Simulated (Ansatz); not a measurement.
# Sb2S3 (Stibnite): converging the G0W0 gap, part 2 of 2

Wanted: a G0W0 gap for Sb2S3 (Stibnite) that is converged in bands and cutoff, or an estimate of the limit.

Ansatz 0.2.0; G0W0 on PBE, plane waves, PAW. Known limits of the many-body steps: not at the basis limit; no spin-orbit coupling; coarse k mesh.

So far. Step 4 (1454 empty bands, screening to 120 eV): Against the run with 2×4×2 mesh, 676 empty bands, screening to 72 eV, the gap moves by +0.06 eV.

**5. Changing the frequency model: 2×4×2 mesh, 676 empty bands, screening to 72 eV, plasmon pole**

A plasmon pole stands in for the full frequency dependence of the screening; this run shows what that costs in accuracy. Bands and cutoff differ from the step before, so it is read against an earlier run that matches them.

File input.yaml:

```yaml
crystal:
  lattice:
    - [11.311, 0.0, 0.0]
    - [0.0, 3.8389, 0.0]
    - [0.0, 0.0, 11.223]
  atoms:
    - { symbol: Sb, position: [0.47061, 0.25, 0.32595] }
    - { symbol: Sb, position: [0.02939, 0.75, 0.82595] }
    - { symbol: Sb, position: [0.97061, 0.25, 0.17405] }
    - { symbol: Sb, position: [0.52939, 0.75, 0.67405] }
    - { symbol: Sb, position: [0.35059, 0.75, 0.03602] }
    - { symbol: Sb, position: [0.14941, 0.25, 0.53602] }
    - { symbol: Sb, position: [0.85059, 0.75, 0.46398] }
    - { symbol: Sb, position: [0.64941, 0.25, 0.96398] }
    - { symbol: S, position: [0.29214, 0.25, 0.19181] }
    - { symbol: S, position: [0.20786, 0.75, 0.69181] }
    - { symbol: S, position: [0.79214, 0.25, 0.30819] }
    - { symbol: S, position: [0.70786, 0.75, 0.80819] }
    - { symbol: S, position: [0.5498, 0.75, 0.123] }
    - { symbol: S, position: [0.9502, 0.25, 0.623] }
    - { symbol: S, position: [0.0498, 0.75, 0.377] }
    - { symbol: S, position: [0.4502, 0.25, 0.877] }
    - { symbol: S, position: [0.3751, 0.75, 0.4389] }
    - { symbol: S, position: [0.1249, 0.25, 0.9389] }
    - { symbol: S, position: [0.8751, 0.75, 0.0611] }
    - { symbol: S, position: [0.6249, 0.25, 0.5611] }
kpoints:
  mp_grid: { grid: [2, 4, 2] }
hamiltonian:
  xc: pbe
scf:
  occupations: { method: fixed }
gw:
  n_empty_bands: 676
  ecut_chi: 72
  qp_bands: [v2, c2]
  qp_kpoints: band_edges
  screening: { model: godby_needs }
```

Started as:

```sh
ansatz run input.yaml --threads 32 --pin off --max-ram 129024MiB --backend cuda --events-out ev --progress --plain --runs-dir out --devices 1 --max-vram 157GiB  # rebuilt from the run's record
```

Numbers of over 12 decimals in the logs are rounded to 6 here.

The log of the run:

```text
GPUs: using 1 of 1 available (devices: 1).
[...]
GPU FFT provider: cuFFT
GPU libraries: cuBLAS 13.8.1, cuFFT 12.4.0, cuSOLVER 12.3.2
[...]
Crystal: 20 atoms, lattice volume = 487.323 Å³
Basis set: ecut = 420 eV, 9525 PW (Γ)
Bands: 116, of which v1, the nominal top of the filled ones, is band 96 counted from 1 (95 counted from 0)
Symmetry: 8 space group operations
[...]
k-points: 12 of 16
[...]
1    98      8.5410    -9.5556    -3.2813   -13.1294  0.7947     8.8339     8.8334  root
[...]
11    95      6.4278   -16.9929     1.9807   -14.8463  0.7687     6.2617     6.2618  root
    11    96      6.4278   -16.9929     1.9807   -14.8463  0.7687     6.2617     6.2618  root
    11    97      9.3136    -9.2608    -3.4459   -13.0219  0.7913     9.6294     9.6288  root
    11    98      9.3136    -9.2608    -3.4459   -13.0219  0.7913     9.6294     9.6288  root
[key lines of the parts left out:]
SCF converged after 7 iterations
Free energy (F): -62705.720585 eV
Fermi energy:    7.230893 eV
```

Elapsed: 25 s, on 1 × NVIDIA GB200 with 32 threads of Arm Neoverse V2, shared host; peak memory 4.1 GiB; 2.6 min of CPU time.

Numbers from this step:

```
bands summed                                 : 772
plasmon-pole fit frequency                   : 23.31 eV
RPA ε∞ on this mesh (eigenvalues)            : 8.727, 13.10, 13.40
plane waves in the screening matrix          : 693
G0W0 gap on the mesh                         : 1.577 eV
k of the valence top                         : 0, 0, 0
k of the conduction bottom                   : 0, 0, -0.5
starting gap on the mesh                     : 1.310 eV
least direct G0W0 gap on the computed points : 1.607 eV
```

Against the run with 2×4×2 mesh, 676 empty bands, screening to 72 eV, the gap moves by −0.03 eV.

**6. Changing the files: 2×4×2 mesh, 676 empty bands, screening to 72 eV, hard PAW files**

Other atomic data (hard PAW) test the pseudisation: the cutoff goes from 420 to 510 eV and the valence electrons from 192 to 240, which opens shells that were frozen.

input.yaml: that of step 5 with these lines changed.

```diff
@@ -30,2 +30,3 @@
   xc: pbe
+  pseudopotentials: { kind: paw, source: ansatz }
 scf:
@@ -37,2 +38,2 @@
   qp_kpoints: band_edges
-  screening: { model: godby_needs }
+  screening: { model: contour_deformation }
```

The log of the run:

```text
GPUs: using 1 of 1 available (devices: 1).
[...]
GPU FFT provider: cuFFT
GPU libraries: cuBLAS 13.8.1, cuFFT 12.4.0, cuSOLVER 12.3.2
[...]
Crystal: 20 atoms, lattice volume = 487.323 Å³
Basis set: ecut = 510 eV, 12683 PW (Γ)
Bands: 144, of which v1, the nominal top of the filled ones, is band 120 counted from 1 (119 counted from 0)
Symmetry: 8 space group operations
[...]
k-points: 12 of 16
[...]
1   122      9.4167    -9.5592    -3.2783   -13.1310  0.7715     9.7114     9.7102  root
[...]
11   119      7.3031   -17.0021     1.9843   -14.8541  0.7343     7.1388     7.1394  root
    11   120      7.3031   -17.0021     1.9843   -14.8541  0.7343     7.1388     7.1394  root
    11   121     10.1892    -9.2639    -3.4528   -13.0232  0.7677    10.4971    10.4957  root
    11   122     10.1892    -9.2639    -3.4528   -13.0232  0.7677    10.4971    10.4957  root
[key lines of the parts left out:]
SCF converged after 10 iterations
Free energy (F): -84897.587032 eV
Fermi energy:    8.107692 eV
```

The job ended after 36 s (1 × NVIDIA GB200 with 32 threads; peak memory 5.1 GiB; 1.9 min of CPU time).

Numbers from this step:

```
bands summed                                 : 796
RPA ε∞ on this mesh (eigenvalues)            : 8.727, 13.10, 13.40
plane waves in the screening matrix          : 693
G0W0 gap on the mesh                         : 1.608 eV
k of the valence top                         : 0, 0, 0
k of the conduction bottom                   : 0, 0, -0.5
starting gap on the mesh                     : 1.309 eV
least direct G0W0 gap on the computed points : 1.638 eV
```

Against the run with 2×4×2 mesh, 676 empty bands, screening to 72 eV, the gap moves by +0.0002 eV.

**7. The runs together**

Times are wall times on 1 × NVIDIA GB200 with 32 threads of Arm Neoverse V2, shared host, good to a factor of about two.

| mesh | files | frequency | bands summed | cutoff (eV) | start (eV) | G0W0 (eV) | time | host memory (GiB) |
| --- | --- | --- | --- | --- | --- | --- | --- | --- |
| 2×4×2 | default PAW | contour deformation | 335 | 36 | 1.310 | 1.530 | 14 s | 2.4 |
| 2×4×2 | default PAW | contour deformation | 772 | 72 | 1.310 | 1.608 | 27 s | 4.1 |
| 2×4×2 | default PAW | contour deformation | 1550 | 120 | 1.310 | 1.666 | 70 s | 8.4 |
| 2×4×2 | default PAW | plasmon pole | 772 | 72 | 1.310 | 1.577 | 25 s | 4.1 |
| 2×4×2 | hard PAW | contour deformation | 796 | 72 | 1.309 | 1.608 | 36 s | 5.1 |

How the two edges are built up, in eV (the quasiparticle level is the starting level plus Σx plus Σc less Vxc):

| run | edge | start | Σx | Σc | Vxc | Z | QP |
| --- | --- | --- | --- | --- | --- | --- | --- |
| 335 bands | valence top | 7.23 | -16.73 | 1.48 | -15.69 | 0.76 | 7.66 |
| 335 bands | conduction bottom | 8.54 | -9.56 | -2.92 | -13.13 | 0.78 | 9.19 |
| 772 bands | valence top | 7.23 | -16.73 | 1.04 | -15.69 | 0.75 | 7.23 |
| 772 bands | conduction bottom | 8.54 | -9.56 | -3.28 | -13.13 | 0.77 | 8.84 |
| 1550 bands | valence top | 7.23 | -16.73 | 0.77 | -15.69 | 0.75 | 6.96 |
| 1550 bands | conduction bottom | 8.54 | -9.56 | -3.49 | -13.13 | 0.77 | 8.62 |

**8. What came out**

| Quantity | Value |
| --- | --- |
| 335 bands, 36 eV | 1.530 eV |
| 772 bands, 72 eV | 1.608 eV |
| 1550 bands, 120 eV | 1.666 eV |
| estimated limit in bands and cutoff | 1.72 eV |
| mesh and start | 2×4×2, PBE |

In words: A line in one over the bands through the two highest rungs gives 1.72 eV, +0.06 eV from the top rung; the pair below gives 1.67 eV, so the estimate is still climbing. The rungs stand 0.19 eV (335 bands), 0.12 eV (772 bands) and 0.06 eV (1550 bands) from it. From 335 to 1550 bands the gap moves by +0.14 eV while the time grows 5.0-fold. Σc changes by −0.71 eV at the valence top and −0.57 eV at the conduction bottom, so the levels themselves move more than the gap between them. The plasmon-pole model gives −0.03 eV against contour deformation, 10 % of the correction, and saved no time in this program. Hard PAW files move the gap by +0.0002 eV at equal bands and cutoff, −0.001 eV of it in the start. The cheapest rung within 0.1 eV of this estimate is that with 1550 bands (70 s). The 2×4×2 mesh is coarse for this cell (its supercell is 15 Å along the shortest edge). The RPA ε∞ on it, from the PBE start, is 8.71, 13.04 and 13.33; such meshes misread the long-range screening, most where the gap is narrow. The many-body steps are scalar-relativistic: spin-orbit coupling is not in them.

[Paths, hosts, dates, memory and timing lines, banners, echoed tables and standing remarks are left out of the program output.]

[Logs are printed without paths, hosts, clocks, repeated set-up lines and the standing remarks that a program may print on its own settings, such as how far it seeks lower states.]

[Runs of the session that timed out or met a known fault of the program may be left out.]

[Cells called generated may have been cut or substituted from an entry of the Crystallography Open Database or the Materials Project.]

[Hosts, paths, dates, database ids (printed as entryN), source tags and the programs' standing remarks are cut or masked in the printed files.]
